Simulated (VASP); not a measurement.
Crystal: NaI.

```
Na I
1.0
     0.00000    3.20455    3.20455
     3.20455    0.00000    3.20455
     3.20455    3.20455    0.00000
Na I
1 1
Cartesian
  3.2046 3.2046 6.4091
  3.2046 3.2046 3.2046
```

Program: VASP 6.6.1. Alike in all runs: potentials or basis VASP PAW PBE potentials, release 64 (Na_pv, I); no spin polarisation; cell as given; cutoff (eV) 520; smearing gaussian 0.03 eV. Hardware: 1 thread of AMD EPYC 9R45 (Zen 5) (shared host).

Order these runs on this cell by their wall time, lowest first.
A. task band structure; level r2SCAN; k mesh 8 × 8 × 8
B. task dielectric tensor; level PBE; k mesh 12 × 12 × 12; monkhorst-Pack mesh yes
C. task optical spectrum; level PBE; k mesh 8 × 8 × 8
D. task band structure; level PBE; k mesh 8 × 8 × 8

C (36 s), D (91 s), A (420 s), B (1600 s).

Caveats: spectra need much finer meshes, so this one isn't converged (some runs); independent-particle spectra lack excitons (some runs).
